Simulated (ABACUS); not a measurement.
A run of ABACUS 3.10.1:

Contents of run_abacus.py:

```python
"""Relaxation by an ASE optimiser with ABACUS as a small file-based calculator."""
import re
import subprocess
import numpy as np
from ase.calculators.calculator import Calculator, all_changes
from ase.io import read
from ase.optimize import FIRE
from ase.stress import full_3x3_to_voigt_6_stress
from ase.units import Bohr, GPa

atoms = read("Ga.xyz")
atoms = atoms[(-atoms.numbers).argsort(kind="stable")]  # ABACUS lists atoms element by element
pseudo = {'Ga': 'Ga.upf'}
orbital = {}
magmoms = None
kmesh = [7, 6, 5]
params = {
    'suffix': 'Ga',
    'calculation': 'scf',
    'basis_type': 'pw',
    'pseudo_dir': './',
    'symmetry': 1,
    'dft_functional': 'pbe',
    'ecutwfc': 81,
    'pseudo_rcut': 7,
    'nspin': 1,
    'nbands': 17,
    'ks_solver': 'dav',
    'smearing_method': 'fd',
    'smearing_sigma': 0.00367493,
    'scf_thr': 1e-08,
    'scf_nmax': 100,
    'mixing_type': 'broyden',
    'mixing_beta': 0.7,
    'cal_force': 1,
    'cal_stress': 1,
    'kpar': 4,
}

def write_input(atoms):
    symbols = atoms.get_chemical_symbols()
    elements = list(dict.fromkeys(symbols))
    lines = ["ATOMIC_SPECIES"] + [f"{e} {atoms.get_masses()[symbols.index(e)]:.4f} {pseudo[e]}" for e in elements]
    if orbital:
        lines += ["", "NUMERICAL_ORBITAL"] + [orbital[e] for e in elements]
    lines += ["", "LATTICE_CONSTANT", f"{1 / Bohr:.10f}", "", "LATTICE_VECTORS"]
    lines += [" ".join(f"{x:.10f}" for x in v) for v in atoms.cell]
    lines += ["", "ATOMIC_POSITIONS", "Direct"]
    for e in elements:
        lines += ["", e, "0.0", str(symbols.count(e))]
        for i, p in enumerate(atoms.get_scaled_positions(wrap=False)):
            if symbols[i] == e:
                mag = "" if magmoms is None else " mag " + " ".join(str(x) for x in (magmoms[i] if isinstance(magmoms[i], list) else [magmoms[i]]))
                lines.append(" ".join(f"{x:.10f}" for x in p) + " 1 1 1" + mag)
    open("STRU", "w").write("\n".join(lines) + "\n")
    open("KPT", "w").write("K_POINTS\n0\nGamma\n%d %d %d 0 0 0\n" % tuple(kmesh))
    open("INPUT", "w").write("INPUT_PARAMETERS\n" + "".join(f"{k:<20s}{v}\n" for k, v in params.items()))

class Abacus(Calculator):
    implemented_properties = ["energy", "free_energy", "forces", "stress"]

    def calculate(self, atoms=None, properties=("energy",), system_changes=all_changes):
        super().calculate(atoms, properties, system_changes)
        write_input(self.atoms)
        subprocess.run(['mpirun', '-np', '4', 'abacus'], check=True)
        log = open("OUT.Ga/running_scf.log").read()
        if "charge density convergence is achieved" not in log:
            raise RuntimeError("SCF not converged")
        rows = lambda title, n: np.array([l.split()[-3:] for l in log.split(title)[-1].split("\n")[2:2 + n]], float)
        energy = float(re.findall(r"FINAL_ETOT_IS (\S+)", log)[-1])
        stress = -rows("TOTAL-STRESS", 3) / 10 * GPa  # ABACUS prints kbar, compression positive
        self.results = dict(energy=energy, free_energy=energy, forces=rows("TOTAL-FORCE", len(self.atoms)), stress=full_3x3_to_voigt_6_stress(stress))

atoms.calc = Abacus()
opt = FIRE(atoms, logfile="opt.log", trajectory="relax.traj")
print("optimiser converged:", opt.run(fmax=0.01, steps=60))
```

Ga.xyz

```xyz
2
Lattice="2.7784220849 0.0000000000 0.0000000000 0.0000000000 3.2816087900 0.0000000000 -1.3434310986 0.0000000000 3.9902731763" Properties=species:S:1:pos:R:3 pbc="T T T"
Ga    -0.6607008214      2.4612065925      3.0731760430
Ga     2.0956918077      0.8204021975      0.9170971333
```

Potentials or basis: PseudoDojo NC SR 0.4.1 PBE standard, plane waves.

Command:

```console
$ OMP_NUM_THREADS=1 python run_abacus.py > log
```

Hardware: 4 MPI ranks on Intel(R) Xeon(R) Platinum 8259CL CPU @ 2.50GHz (Skylake/Cascade Lake), with other jobs on the host.

How long does it take, and how much memory?

Wall time 4.2 min on 4 MPI ranks on Intel(R) Xeon(R) Platinum 8259CL CPU @ 2.50GHz (Skylake/Cascade Lake), with other jobs on the host, peak memory 0.36 GiB a rank. Counts: scf iterations 7, k points 72, bands 17, ion steps 14, ranks 4.
